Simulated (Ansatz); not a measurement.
Runs of Ansatz 0.2.0 on PbS (Galena). The structure is cubic, space group Fm-3m (No. 225). Conventional cell: a = 5.931 Å, b = 5.931 Å, c = 5.931 Å, α = 90.00°, β = 90.00°, γ = 90.00°. Pb (site symmetry m-3m) is surrounded by 6 S at 2.97 Å. S (site symmetry m-3m) is surrounded by 6 Pb at 2.97 Å. 

```tsv
share of exact exchange	gap on the mesh (eV)	pressure (GPa)
0.5	(a)	0.3
0.3	0.91	(c)
0.4	1.11	0.6
0.15	(b)	1.6
0.2	0.71	1.4
```

Alike in all rows: task single point; level HSE06 form with a typed share of exact exchange; potentials or basis Ansatz PAW; no spin polarisation; cell as given; k mesh 4 × 4 × 4; cutoff (eV) 420; smearing fermi-dirac 0.05 eV; the mesh is coarse, so values aren't converged.

Task: Estimate the missing entries.

Result: (a) 1.32; (b) 0.62; (c) 1.0.

Caveats: all runs use coarse meshes; spin-orbit coupling is left out, which as a rule narrows the gap of such compounds by several tenths of an eV; the PAW data sets come from PBE, with cores solved anew for the run's functional, which leaves a small shift of forces and pressure; the thresholds are loose for stress.

A k mesh can miss the band edges, and the runs leave out spin-orbit coupling on Pb.
